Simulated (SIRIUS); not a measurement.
# Ta (Im-3m) in SIRIUS: notebook, part 2 of 3

SIRIUS 7.12.0.

## Step 4: Equation of state, PBEsol, 17.65 Å³/atom (volume scaled by 0.98)

sirius.json

```json
{
  "control": {
    "processing_unit": "cpu",
    "std_evp_solver_name": "lapack",
    "gen_evp_solver_name": "lapack",
    "verbosity": 2,
    "print_forces": false,
    "ortho_rf": true,
    "use_second_variation": true,
    "rmt_max": 3.0,
    "num_bands_to_print": 22,
    "save_wf": true
  },
  "parameters": {
    "electronic_structure_method": "full_potential_lapwlo",
    "xc_functionals": ["XC_GGA_X_PBE_SOL", "XC_GGA_C_PBE_SOL"],
    "core_relativity": "dirac",
    "valence_relativity": "iora",
    "num_fv_states": 22,
    "smearing": "fermi_dirac",
    "smearing_width": 0.0018374661,
    "pw_cutoff": 20,
    "gk_cutoff": 3.54,
    "lmax_apw": 11,
    "lmax_rho": 8,
    "lmax_pot": 8,
    "num_mag_dims": 0,
    "auto_rmt": 0,
    "ngridk": [11, 11, 11],
    "shiftk": [0, 0, 0],
    "num_dft_iter": 80,
    "energy_tol": 1e-07,
    "density_tol": 1e-05,
    "use_symmetry": true
  },
  "settings": {"tol_ne": 1e-10},
  "iterative_solver": {"type": "exact"},
  "mixer": {"type": "anderson", "beta": 0.5, "max_history": 8},
  "unit_cell": {
    "lattice_vectors": [
      [-3.0995235929, 3.0995235929, 3.0995235929],
      [3.0995235929, -3.0995235929, 3.0995235929],
      [3.0995235929, 3.0995235929, -3.0995235929]
    ],
    "atom_types": ["Ta"],
    "atom_files": {"Ta": "Ta.json"},
    "atoms": {"Ta": [[0.0, 0.0, 0.0]]}
  }
}
```

Ta.json

```json
{
  "name": "tantalum",
  "symbol": "Ta",
  "number": 73,
  "mass": 180.94788,
  "rmin": 1e-06,
  "rmt": 2.6,
  "nrmt": 800,
  "rinf": 15.8,
  "core": "1s2s2p3s3p3d4s4p4d",
  "valence": [
    {"basis": [{"enu": 0.21, "dme": 0, "n": 0, "auto": 0}, {"enu": 0.21, "dme": 1, "n": 0, "auto": 0}]},
    {"l": 0, "n": 1, "basis": [{"enu": 0.31, "dme": 0, "n": 0, "auto": 0}]},
    {"l": 1, "n": 2, "basis": [{"enu": 0.31, "dme": 0, "n": 0, "auto": 0}]},
    {"l": 2, "n": 3, "basis": [{"enu": 0.31, "dme": 0, "n": 0, "auto": 0}]},
    {"l": 3, "n": 4, "basis": [{"enu": 0.31, "dme": 0, "n": 0, "auto": 0}]},
    {"l": 4, "n": 5, "basis": [{"enu": 0.31, "dme": 0, "n": 0, "auto": 0}]}
  ],
  "lo": [
    {"l": 0, "basis": [{"enu": 0.31, "dme": 0, "n": 0, "auto": 0}, {"enu": 0.31, "dme": 1, "n": 0, "auto": 0}]},
    {
      "l": 0,
      "basis": [{"enu": -2.2272, "dme": 0, "n": 5, "auto": 1}, {"enu": -2.2272, "dme": 1, "n": 5, "auto": 1}]
    },
    {
      "l": 0,
      "basis": [{"enu": -2.2272, "dme": 1, "n": 5, "auto": 1}, {"enu": 0.31, "dme": 0, "n": 0, "auto": 0}]
    },
    {"l": 0, "basis": [{"enu": 0.31, "dme": 0, "n": 0, "auto": 0}, {"enu": 2.6769, "dme": 0, "n": 0, "auto": 0}]},
    {"l": 1, "basis": [{"enu": 0.31, "dme": 0, "n": 0, "auto": 0}, {"enu": 0.31, "dme": 1, "n": 0, "auto": 0}]},
    {
      "l": 1,
      "basis": [{"enu": -1.0003, "dme": 0, "n": 5, "auto": 1}, {"enu": -1.0003, "dme": 1, "n": 5, "auto": 1}]
    },
    {
      "l": 1,
      "basis": [{"enu": -1.0003, "dme": 1, "n": 5, "auto": 1}, {"enu": 0.31, "dme": 0, "n": 0, "auto": 0}]
    },
    {"l": 1, "basis": [{"enu": 0.31, "dme": 0, "n": 0, "auto": 0}, {"enu": 3.0319, "dme": 0, "n": 0, "auto": 0}]},
    {"l": 2, "basis": [{"enu": 0.31, "dme": 0, "n": 0, "auto": 0}, {"enu": 0.31, "dme": 1, "n": 0, "auto": 0}]},
    {"l": 2, "basis": [{"enu": 0.31, "dme": 1, "n": 0, "auto": 0}, {"enu": 0.31, "dme": 2, "n": 0, "auto": 0}]},
    {"l": 2, "basis": [{"enu": 0.31, "dme": 0, "n": 0, "auto": 0}, {"enu": 2.6177, "dme": 0, "n": 0, "auto": 0}]},
    {"l": 3, "basis": [{"enu": 0.31, "dme": 0, "n": 0, "auto": 0}, {"enu": 0.31, "dme": 1, "n": 0, "auto": 0}]},
    {
      "l": 3,
      "basis": [{"enu": -0.4747, "dme": 0, "n": 4, "auto": 1}, {"enu": -0.4747, "dme": 1, "n": 4, "auto": 1}]
    },
    {
      "l": 3,
      "basis": [{"enu": -0.4747, "dme": 1, "n": 4, "auto": 1}, {"enu": 0.31, "dme": 0, "n": 0, "auto": 0}]
    },
    {"l": 3, "basis": [{"enu": 0.31, "dme": 0, "n": 0, "auto": 0}, {"enu": 3.742, "dme": 0, "n": 0, "auto": 0}]},
    {"l": 4, "basis": [{"enu": 0.31, "dme": 0, "n": 0, "auto": 0}, {"enu": 0.31, "dme": 1, "n": 0, "auto": 0}]},
    {"l": 4, "basis": [{"enu": 0.31, "dme": 0, "n": 0, "auto": 0}, {"enu": 3.1502, "dme": 0, "n": 0, "auto": 0}]}
  ],
  "free_atom": [... radial grid and density of the free atom, the start of the SCF ...]
}
```

sirius_start.json

```json
{
  "control": {
    "processing_unit": "cpu",
    "std_evp_solver_name": "lapack",
    "gen_evp_solver_name": "lapack",
    "verbosity": 1,
    "print_forces": false,
    "ortho_rf": true,
    "use_second_variation": true,
    "rmt_max": 3.0,
    "num_bands_to_print": 22,
    "save_wf": false
  },
  "parameters": {
    "electronic_structure_method": "full_potential_lapwlo",
    "xc_functionals": ["XC_LDA_X", "XC_LDA_C_PW"],
    "core_relativity": "dirac",
    "valence_relativity": "iora",
    "num_fv_states": 22,
    "smearing": "fermi_dirac",
    "smearing_width": 0.0055123983,
    "pw_cutoff": 20,
    "gk_cutoff": 2.83,
    "lmax_apw": 11,
    "lmax_rho": 8,
    "lmax_pot": 8,
    "num_mag_dims": 0,
    "auto_rmt": 0,
    "ngridk": [4, 4, 4],
    "shiftk": [0, 0, 0],
    "num_dft_iter": 30,
    "energy_tol": 0.01,
    "density_tol": 0.05,
    "use_symmetry": true
  },
  "settings": {"tol_ne": 1e-10},
  "iterative_solver": {"type": "exact"},
  "mixer": {"type": "anderson", "beta": 0.5, "max_history": 8},
  "unit_cell": {
    "lattice_vectors": [
      [-3.0995235929, 3.0995235929, 3.0995235929],
      [3.0995235929, -3.0995235929, 3.0995235929],
      [3.0995235929, 3.0995235929, -3.0995235929]
    ],
    "atom_types": ["Ta"],
    "atom_files": {"Ta": "Ta.json"},
    "atoms": {"Ta": [[0.0, 0.0, 0.0]]}
  }
}
```

Command:

```
OMP_NUM_THREADS=1 sirius.scf --input=sirius_start.json --output=start.json
OMP_NUM_THREADS=1 sirius.scf --input=sirius.json --output=output.json --task=1
```

Run time: 40 s. Hardware: 1 thread of Arm Neoverse V1, shared host; peak memory 0.34 GiB.

The run converged. Its results:

```yaml
Free_energy: -425082.0891 eV
Band_gap_on_the_k_mesh: none (metal or under the smearing width)
All_electrons_inside_the_program's_atomic_spheres: Ta 71.27 (radii Ta 2.6 bohr)
```

## Step 5: Equation of state, PBEsol, 18.01 Å³/atom

sirius.json, as its differences from that of step 4:

```diff
@@ -40,5 +40,5 @@
     "lattice_vectors": [
-      [-3.0995235929, 3.0995235929, 3.0995235929],
-      [3.0995235929, -3.0995235929, 3.0995235929],
-      [3.0995235929, 3.0995235929, -3.0995235929]
+      [-3.1204669551, 3.1204669551, 3.1204669551],
+      [3.1204669551, -3.1204669551, 3.1204669551],
+      [3.1204669551, 3.1204669551, -3.1204669551]
     ],
```

Ta.json

```json
{
  "name": "tantalum",
  "symbol": "Ta",
  "number": 73,
  "mass": 180.94788,
  "rmin": 1e-06,
  "rmt": 2.6,
  "nrmt": 800,
  "rinf": 15.8,
  "core": "1s2s2p3s3p3d4s4p4d",
  "valence": [
    {"basis": [{"enu": 0.2, "dme": 0, "n": 0, "auto": 0}, {"enu": 0.2, "dme": 1, "n": 0, "auto": 0}]},
    {"l": 0, "n": 1, "basis": [{"enu": 0.3, "dme": 0, "n": 0, "auto": 0}]},
    {"l": 1, "n": 2, "basis": [{"enu": 0.3, "dme": 0, "n": 0, "auto": 0}]},
    {"l": 2, "n": 3, "basis": [{"enu": 0.3, "dme": 0, "n": 0, "auto": 0}]},
    {"l": 3, "n": 4, "basis": [{"enu": 0.3, "dme": 0, "n": 0, "auto": 0}]},
    {"l": 4, "n": 5, "basis": [{"enu": 0.3, "dme": 0, "n": 0, "auto": 0}]}
  ],
  "lo": [
    {"l": 0, "basis": [{"enu": 0.3, "dme": 0, "n": 0, "auto": 0}, {"enu": 0.3, "dme": 1, "n": 0, "auto": 0}]},
    {
      "l": 0,
      "basis": [{"enu": -2.2372, "dme": 0, "n": 5, "auto": 1}, {"enu": -2.2372, "dme": 1, "n": 5, "auto": 1}]
    },
    {"l": 0, "basis": [{"enu": -2.2372, "dme": 1, "n": 5, "auto": 1}, {"enu": 0.3, "dme": 0, "n": 0, "auto": 0}]},
    {"l": 0, "basis": [{"enu": 0.3, "dme": 0, "n": 0, "auto": 0}, {"enu": 2.6669, "dme": 0, "n": 0, "auto": 0}]},
    {"l": 1, "basis": [{"enu": 0.3, "dme": 0, "n": 0, "auto": 0}, {"enu": 0.3, "dme": 1, "n": 0, "auto": 0}]},
    {
      "l": 1,
      "basis": [{"enu": -1.0103, "dme": 0, "n": 5, "auto": 1}, {"enu": -1.0103, "dme": 1, "n": 5, "auto": 1}]
    },
    {"l": 1, "basis": [{"enu": -1.0103, "dme": 1, "n": 5, "auto": 1}, {"enu": 0.3, "dme": 0, "n": 0, "auto": 0}]},
    {"l": 1, "basis": [{"enu": 0.3, "dme": 0, "n": 0, "auto": 0}, {"enu": 3.0219, "dme": 0, "n": 0, "auto": 0}]},
    {"l": 2, "basis": [{"enu": 0.3, "dme": 0, "n": 0, "auto": 0}, {"enu": 0.3, "dme": 1, "n": 0, "auto": 0}]},
    {"l": 2, "basis": [{"enu": 0.3, "dme": 1, "n": 0, "auto": 0}, {"enu": 0.3, "dme": 2, "n": 0, "auto": 0}]},
    {"l": 2, "basis": [{"enu": 0.3, "dme": 0, "n": 0, "auto": 0}, {"enu": 2.6077, "dme": 0, "n": 0, "auto": 0}]},
    {"l": 3, "basis": [{"enu": 0.3, "dme": 0, "n": 0, "auto": 0}, {"enu": 0.3, "dme": 1, "n": 0, "auto": 0}]},
    {
      "l": 3,
      "basis": [{"enu": -0.4847, "dme": 0, "n": 4, "auto": 1}, {"enu": -0.4847, "dme": 1, "n": 4, "auto": 1}]
    },
    {"l": 3, "basis": [{"enu": -0.4847, "dme": 1, "n": 4, "auto": 1}, {"enu": 0.3, "dme": 0, "n": 0, "auto": 0}]},
    {"l": 3, "basis": [{"enu": 0.3, "dme": 0, "n": 0, "auto": 0}, {"enu": 3.732, "dme": 0, "n": 0, "auto": 0}]},
    {"l": 4, "basis": [{"enu": 0.3, "dme": 0, "n": 0, "auto": 0}, {"enu": 0.3, "dme": 1, "n": 0, "auto": 0}]},
    {"l": 4, "basis": [{"enu": 0.3, "dme": 0, "n": 0, "auto": 0}, {"enu": 3.1402, "dme": 0, "n": 0, "auto": 0}]}
  ],
  "free_atom": [... radial grid and density of the free atom, the start of the SCF ...]
}
```

sirius_start.json, as its differences from that of step 4:

```diff
@@ -40,5 +40,5 @@
     "lattice_vectors": [
-      [-3.0995235929, 3.0995235929, 3.0995235929],
-      [3.0995235929, -3.0995235929, 3.0995235929],
-      [3.0995235929, 3.0995235929, -3.0995235929]
+      [-3.1204669551, 3.1204669551, 3.1204669551],
+      [3.1204669551, -3.1204669551, 3.1204669551],
+      [3.1204669551, 3.1204669551, -3.1204669551]
     ],
```

Command:

```
OMP_NUM_THREADS=1 sirius.scf --input=sirius_start.json --output=start.json
OMP_NUM_THREADS=1 sirius.scf --input=sirius.json --output=output.json --task=1
```

Wall time 40 s (1 thread of Arm Neoverse V1, shared host); peak memory 0.34 GiB.

It converged, with:

```
Free energy                                       : -425082.0837 eV
Band gap on the k mesh                            : none (metal or under the smearing width)
All electrons inside the program's atomic spheres : Ta 71.23 (radii Ta 2.6 bohr)
```

## Step 6: Equation of state, PBEsol, 18.37 Å³/atom (volume scaled by 1.02)

sirius.json, as its differences from that of step 5:

```diff
@@ -40,5 +40,5 @@
     "lattice_vectors": [
-      [-3.1204669551, 3.1204669551, 3.1204669551],
-      [3.1204669551, -3.1204669551, 3.1204669551],
-      [3.1204669551, 3.1204669551, -3.1204669551]
+      [-3.1411329013, 3.1411329013, 3.1411329013],
+      [3.1411329013, -3.1411329013, 3.1411329013],
+      [3.1411329013, 3.1411329013, -3.1411329013]
     ],
```

Ta.json

```json
{
  "name": "tantalum",
  "symbol": "Ta",
  "number": 73,
  "mass": 180.94788,
  "rmin": 1e-06,
  "rmt": 2.6,
  "nrmt": 800,
  "rinf": 15.8,
  "core": "1s2s2p3s3p3d4s4p4d",
  "valence": [
    {"basis": [{"enu": 0.19, "dme": 0, "n": 0, "auto": 0}, {"enu": 0.19, "dme": 1, "n": 0, "auto": 0}]},
    {"l": 0, "n": 1, "basis": [{"enu": 0.29, "dme": 0, "n": 0, "auto": 0}]},
    {"l": 1, "n": 2, "basis": [{"enu": 0.29, "dme": 0, "n": 0, "auto": 0}]},
    {"l": 2, "n": 3, "basis": [{"enu": 0.29, "dme": 0, "n": 0, "auto": 0}]},
    {"l": 3, "n": 4, "basis": [{"enu": 0.29, "dme": 0, "n": 0, "auto": 0}]},
    {"l": 4, "n": 5, "basis": [{"enu": 0.29, "dme": 0, "n": 0, "auto": 0}]}
  ],
  "lo": [
    {"l": 0, "basis": [{"enu": 0.29, "dme": 0, "n": 0, "auto": 0}, {"enu": 0.29, "dme": 1, "n": 0, "auto": 0}]},
    {
      "l": 0,
      "basis": [{"enu": -2.2472, "dme": 0, "n": 5, "auto": 1}, {"enu": -2.2472, "dme": 1, "n": 5, "auto": 1}]
    },
    {
      "l": 0,
      "basis": [{"enu": -2.2472, "dme": 1, "n": 5, "auto": 1}, {"enu": 0.29, "dme": 0, "n": 0, "auto": 0}]
    },
    {"l": 0, "basis": [{"enu": 0.29, "dme": 0, "n": 0, "auto": 0}, {"enu": 2.6569, "dme": 0, "n": 0, "auto": 0}]},
    {"l": 1, "basis": [{"enu": 0.29, "dme": 0, "n": 0, "auto": 0}, {"enu": 0.29, "dme": 1, "n": 0, "auto": 0}]},
    {
      "l": 1,
      "basis": [{"enu": -1.0203, "dme": 0, "n": 5, "auto": 1}, {"enu": -1.0203, "dme": 1, "n": 5, "auto": 1}]
    },
    {
      "l": 1,
      "basis": [{"enu": -1.0203, "dme": 1, "n": 5, "auto": 1}, {"enu": 0.29, "dme": 0, "n": 0, "auto": 0}]
    },
    {"l": 1, "basis": [{"enu": 0.29, "dme": 0, "n": 0, "auto": 0}, {"enu": 3.0119, "dme": 0, "n": 0, "auto": 0}]},
    {"l": 2, "basis": [{"enu": 0.29, "dme": 0, "n": 0, "auto": 0}, {"enu": 0.29, "dme": 1, "n": 0, "auto": 0}]},
    {"l": 2, "basis": [{"enu": 0.29, "dme": 1, "n": 0, "auto": 0}, {"enu": 0.29, "dme": 2, "n": 0, "auto": 0}]},
    {"l": 2, "basis": [{"enu": 0.29, "dme": 0, "n": 0, "auto": 0}, {"enu": 2.5977, "dme": 0, "n": 0, "auto": 0}]},
    {"l": 3, "basis": [{"enu": 0.29, "dme": 0, "n": 0, "auto": 0}, {"enu": 0.29, "dme": 1, "n": 0, "auto": 0}]},
    {
      "l": 3,
      "basis": [{"enu": -0.4947, "dme": 0, "n": 4, "auto": 1}, {"enu": -0.4947, "dme": 1, "n": 4, "auto": 1}]
    },
    {
      "l": 3,
      "basis": [{"enu": -0.4947, "dme": 1, "n": 4, "auto": 1}, {"enu": 0.29, "dme": 0, "n": 0, "auto": 0}]
    },
    {"l": 3, "basis": [{"enu": 0.29, "dme": 0, "n": 0, "auto": 0}, {"enu": 3.722, "dme": 0, "n": 0, "auto": 0}]},
    {"l": 4, "basis": [{"enu": 0.29, "dme": 0, "n": 0, "auto": 0}, {"enu": 0.29, "dme": 1, "n": 0, "auto": 0}]},
    {"l": 4, "basis": [{"enu": 0.29, "dme": 0, "n": 0, "auto": 0}, {"enu": 3.1302, "dme": 0, "n": 0, "auto": 0}]}
  ],
  "free_atom": [... radial grid and density of the free atom, the start of the SCF ...]
}
```

sirius_start.json, as its differences from that of step 5:

```diff
@@ -40,5 +40,5 @@
     "lattice_vectors": [
-      [-3.1204669551, 3.1204669551, 3.1204669551],
-      [3.1204669551, -3.1204669551, 3.1204669551],
-      [3.1204669551, 3.1204669551, -3.1204669551]
+      [-3.1411329013, 3.1411329013, 3.1411329013],
+      [3.1411329013, -3.1411329013, 3.1411329013],
+      [3.1411329013, 3.1411329013, -3.1411329013]
     ],
```

Potentials or basis: all-electron FP-LAPW, apw+lo standard.

Command:

```
OMP_NUM_THREADS=1 sirius.scf --input=sirius_start.json --output=start.json
OMP_NUM_THREADS=1 sirius.scf --input=sirius.json --output=output.json --task=1
```

It took 41 s on 1 thread of Arm Neoverse V1, shared host; peak memory 0.34 GiB.

Results (log left out):

```
Free energy                                       : -425082.0694 eV
Band gap on the k mesh                            : none (metal or under the smearing width)
All electrons inside the program's atomic spheres : Ta 71.18 (radii Ta 2.6 bohr)
```

## Step 7: Equation of state, PBEsol, 18.73 Å³/atom (volume scaled by 1.04)

sirius.json, as its differences from that of step 6:

```diff
@@ -40,5 +40,5 @@
     "lattice_vectors": [
-      [-3.1411329013, 3.1411329013, 3.1411329013],
-      [3.1411329013, -3.1411329013, 3.1411329013],
-      [3.1411329013, 3.1411329013, -3.1411329013]
+      [-3.1615304398, 3.1615304398, 3.1615304398],
+      [3.1615304398, -3.1615304398, 3.1615304398],
+      [3.1615304398, 3.1615304398, -3.1615304398]
     ],
```

Ta.json

```json
{
  "name": "tantalum",
  "symbol": "Ta",
  "number": 73,
  "mass": 180.94788,
  "rmin": 1e-06,
  "rmt": 2.6,
  "nrmt": 800,
  "rinf": 15.8,
  "core": "1s2s2p3s3p3d4s4p4d",
  "valence": [
    {"basis": [{"enu": 0.18, "dme": 0, "n": 0, "auto": 0}, {"enu": 0.18, "dme": 1, "n": 0, "auto": 0}]},
    {"l": 0, "n": 1, "basis": [{"enu": 0.28, "dme": 0, "n": 0, "auto": 0}]},
    {"l": 1, "n": 2, "basis": [{"enu": 0.28, "dme": 0, "n": 0, "auto": 0}]},
    {"l": 2, "n": 3, "basis": [{"enu": 0.28, "dme": 0, "n": 0, "auto": 0}]},
    {"l": 3, "n": 4, "basis": [{"enu": 0.28, "dme": 0, "n": 0, "auto": 0}]},
    {"l": 4, "n": 5, "basis": [{"enu": 0.28, "dme": 0, "n": 0, "auto": 0}]}
  ],
  "lo": [
    {"l": 0, "basis": [{"enu": 0.28, "dme": 0, "n": 0, "auto": 0}, {"enu": 0.28, "dme": 1, "n": 0, "auto": 0}]},
    {
      "l": 0,
      "basis": [{"enu": -2.2572, "dme": 0, "n": 5, "auto": 1}, {"enu": -2.2572, "dme": 1, "n": 5, "auto": 1}]
    },
    {
      "l": 0,
      "basis": [{"enu": -2.2572, "dme": 1, "n": 5, "auto": 1}, {"enu": 0.28, "dme": 0, "n": 0, "auto": 0}]
    },
    {"l": 0, "basis": [{"enu": 0.28, "dme": 0, "n": 0, "auto": 0}, {"enu": 2.6469, "dme": 0, "n": 0, "auto": 0}]},
    {"l": 1, "basis": [{"enu": 0.28, "dme": 0, "n": 0, "auto": 0}, {"enu": 0.28, "dme": 1, "n": 0, "auto": 0}]},
    {
      "l": 1,
      "basis": [{"enu": -1.0303, "dme": 0, "n": 5, "auto": 1}, {"enu": -1.0303, "dme": 1, "n": 5, "auto": 1}]
    },
    {
      "l": 1,
      "basis": [{"enu": -1.0303, "dme": 1, "n": 5, "auto": 1}, {"enu": 0.28, "dme": 0, "n": 0, "auto": 0}]
    },
    {"l": 1, "basis": [{"enu": 0.28, "dme": 0, "n": 0, "auto": 0}, {"enu": 3.0019, "dme": 0, "n": 0, "auto": 0}]},
    {"l": 2, "basis": [{"enu": 0.28, "dme": 0, "n": 0, "auto": 0}, {"enu": 0.28, "dme": 1, "n": 0, "auto": 0}]},
    {"l": 2, "basis": [{"enu": 0.28, "dme": 1, "n": 0, "auto": 0}, {"enu": 0.28, "dme": 2, "n": 0, "auto": 0}]},
    {"l": 2, "basis": [{"enu": 0.28, "dme": 0, "n": 0, "auto": 0}, {"enu": 2.5877, "dme": 0, "n": 0, "auto": 0}]},
    {"l": 3, "basis": [{"enu": 0.28, "dme": 0, "n": 0, "auto": 0}, {"enu": 0.28, "dme": 1, "n": 0, "auto": 0}]},
    {
      "l": 3,
      "basis": [{"enu": -0.5047, "dme": 0, "n": 4, "auto": 1}, {"enu": -0.5047, "dme": 1, "n": 4, "auto": 1}]
    },
    {
      "l": 3,
      "basis": [{"enu": -0.5047, "dme": 1, "n": 4, "auto": 1}, {"enu": 0.28, "dme": 0, "n": 0, "auto": 0}]
    },
    {"l": 3, "basis": [{"enu": 0.28, "dme": 0, "n": 0, "auto": 0}, {"enu": 3.712, "dme": 0, "n": 0, "auto": 0}]},
    {"l": 4, "basis": [{"enu": 0.28, "dme": 0, "n": 0, "auto": 0}, {"enu": 0.28, "dme": 1, "n": 0, "auto": 0}]},
    {"l": 4, "basis": [{"enu": 0.28, "dme": 0, "n": 0, "auto": 0}, {"enu": 3.1202, "dme": 0, "n": 0, "auto": 0}]}
  ],
  "free_atom": [... radial grid and density of the free atom, the start of the SCF ...]
}
```

sirius_start.json, as its differences from that of step 6:

```diff
@@ -40,5 +40,5 @@
     "lattice_vectors": [
-      [-3.1411329013, 3.1411329013, 3.1411329013],
-      [3.1411329013, -3.1411329013, 3.1411329013],
-      [3.1411329013, 3.1411329013, -3.1411329013]
+      [-3.1615304398, 3.1615304398, 3.1615304398],
+      [3.1615304398, -3.1615304398, 3.1615304398],
+      [3.1615304398, 3.1615304398, -3.1615304398]
     ],
```

Command:

```
OMP_NUM_THREADS=1 sirius.scf --input=sirius_start.json --output=start.json
OMP_NUM_THREADS=1 sirius.scf --input=sirius.json --output=output.json --task=1
```

It took 41 s on 1 thread of Arm Neoverse V1, shared host; peak memory 0.35 GiB.

Results (log left out):

```yaml
Free_energy: -425082.0474 eV
Band_gap_on_the_k_mesh: none (metal or under the smearing width)
All_electrons_inside_the_program's_atomic_spheres: Ta 71.14 (radii Ta 2.6 bohr)
```

(Part 2 of 3 ends here.)
